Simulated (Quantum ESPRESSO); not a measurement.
A run of Quantum ESPRESSO 7.5 is set up as follows.

The input pw.in:

```
&CONTROL
  calculation = 'scf'
  prefix = 'pwscf'
  outdir = './tmp'
  pseudo_dir = './pseudo'
  tprnfor = .true.
  tstress = .true.
  disk_io = 'low'
/
&SYSTEM
  ibrav = 0
  celldm(1) = 8
  nat = 2
  ntyp = 1
  ecutwfc = 45
  ecutrho = 360
  nbnd = 24
  occupations = 'smearing'
  smearing = 'fd'
  degauss = 0.00367493
  nspin = 2
  starting_magnetization(1) = 0.2143
/
&ELECTRONS
  conv_thr = 4d-10
  electron_maxstep = 120
  mixing_beta = 0.3
/
ATOMIC_SPECIES
Cr    51.9961 cr_pbesol_v1.5.uspp.F.UPF
CELL_PARAMETERS alat
  0.6410895877793   0.0000000000000   0.0000000000000
 -0.3205447938896   0.5551998691254   0.0000000000000
  0.0000000000000   0.0000000000000   1.0417115262000
ATOMIC_POSITIONS crystal
Cr     0.6666666667    0.3333333333    0.7500000000
Cr     0.3333333333    0.6666666667    0.2500000000
K_POINTS automatic
11 11 6 0 0 0
```

Contents of bands.in:

```
&CONTROL
  calculation = 'bands'
  prefix = 'pwscf'
  outdir = './tmp'
  pseudo_dir = './pseudo'
  disk_io = 'low'
  verbosity = 'high'
/
&SYSTEM
  ibrav = 0
  celldm(1) = 8
  nat = 2
  ntyp = 1
  ecutwfc = 45
  ecutrho = 360
  nbnd = 24
  occupations = 'smearing'
  smearing = 'fd'
  degauss = 0.00367493
  nspin = 2
  starting_magnetization(1) = 0.2143
/
&ELECTRONS
  conv_thr = 1d-08
  electron_maxstep = 120
  mixing_beta = 0.3
  diago_full_acc = .true.
  startingwfc = 'random'
/
ATOMIC_SPECIES
Cr    51.9961 cr_pbesol_v1.5.uspp.F.UPF
CELL_PARAMETERS alat
  0.6410895877793   0.0000000000000   0.0000000000000
 -0.3205447938896   0.5551998691254   0.0000000000000
  0.0000000000000   0.0000000000000   1.0417115262000
ATOMIC_POSITIONS crystal
Cr     0.6666666667    0.3333333333    0.7500000000
Cr     0.3333333333    0.6666666667    0.2500000000
K_POINTS crystal
60
 0.0000000000  0.0000000000  0.0000000000 1
 0.0714285714  0.0000000000  0.0000000000 1
 0.1428571429  0.0000000000  0.0000000000 1
 0.2142857143  0.0000000000  0.0000000000 1
 0.2857142857  0.0000000000  0.0000000000 1
 0.3571428571  0.0000000000  0.0000000000 1
 0.4285714286  0.0000000000  0.0000000000 1
 0.5000000000  0.0000000000  0.0000000000 1
 0.4583333333  0.0833333333  0.0000000000 1
 0.4166666667  0.1666666667  0.0000000000 1
 0.3750000000  0.2500000000  0.0000000000 1
 0.3333333333  0.3333333333  0.0000000000 1
 0.2962962963  0.2962962963  0.0000000000 1
 0.2592592593  0.2592592593  0.0000000000 1
 0.2222222222  0.2222222222  0.0000000000 1
 0.1851851852  0.1851851852  0.0000000000 1
 0.1481481481  0.1481481481  0.0000000000 1
 0.1111111111  0.1111111111  0.0000000000 1
 0.0740740741  0.0740740741  0.0000000000 1
 0.0370370370  0.0370370370  0.0000000000 1
 0.0000000000  0.0000000000  0.0000000000 1
 0.0000000000  0.0000000000  0.1250000000 1
 0.0000000000  0.0000000000  0.2500000000 1
 0.0000000000  0.0000000000  0.3750000000 1
 0.0000000000  0.0000000000  0.5000000000 1
 0.0625000000  0.0000000000  0.5000000000 1
 0.1250000000  0.0000000000  0.5000000000 1
 0.1875000000  0.0000000000  0.5000000000 1
 0.2500000000  0.0000000000  0.5000000000 1
 0.3125000000  0.0000000000  0.5000000000 1
 0.3750000000  0.0000000000  0.5000000000 1
 0.4375000000  0.0000000000  0.5000000000 1
 0.5000000000  0.0000000000  0.5000000000 1
 0.4666666667  0.0666666667  0.5000000000 1
 0.4333333333  0.1333333333  0.5000000000 1
 0.4000000000  0.2000000000  0.5000000000 1
 0.3666666667  0.2666666667  0.5000000000 1
 0.3333333333  0.3333333333  0.5000000000 1
 0.3030303030  0.3030303030  0.5000000000 1
 0.2727272727  0.2727272727  0.5000000000 1
 0.2424242424  0.2424242424  0.5000000000 1
 0.2121212121  0.2121212121  0.5000000000 1
 0.1818181818  0.1818181818  0.5000000000 1
 0.1515151515  0.1515151515  0.5000000000 1
 0.1212121212  0.1212121212  0.5000000000 1
 0.0909090909  0.0909090909  0.5000000000 1
 0.0606060606  0.0606060606  0.5000000000 1
 0.0303030303  0.0303030303  0.5000000000 1
 0.0000000000  0.0000000000  0.5000000000 1
 0.5000000000  0.0000000000  0.5000000000 1
 0.5000000000  0.0000000000  0.3750000000 1
 0.5000000000  0.0000000000  0.2500000000 1
 0.5000000000  0.0000000000  0.1250000000 1
 0.5000000000  0.0000000000  0.0000000000 1
 0.3333333333  0.3333333333  0.0000000000 1
 0.3333333333  0.3333333333  0.1000000000 1
 0.3333333333  0.3333333333  0.2000000000 1
 0.3333333333  0.3333333333  0.3000000000 1
 0.3333333333  0.3333333333  0.4000000000 1
 0.3333333333  0.3333333333  0.5000000000 1
```

Potentials or basis: GBRV 1.5 PBEsol.

The run is started by

```bash
$ OMP_NUM_THREADS=1 mpirun -n 2 pw.x -nk 2 -in pw.in > pw.out
$ OMP_NUM_THREADS=1 mpirun -n 2 pw.x -nk 2 -in bands.in > bands.out
```

**Question.** Predict the absolute moment.

**Answer.** 1.76 μB per cell.

**Question.** Estimate the band gap on the k mesh.

**Answer.** None (metal or under the smearing width).

**Question.** What does it give for the site moments?

**Answer.** Cr +0.81 μB.

**Question.** Predict the pressure.

**Answer.** -31.9 GPa.

Stress tensor (GPa, compression positive):
```
-33.25   0.00   0.00
  0.00 -33.25   0.00
  0.00   0.00 -29.21
```

Caveat: a pressure of tens of GPa on the cell as given is suspect, and the run, the potentials or the cell itself is likely at fault.
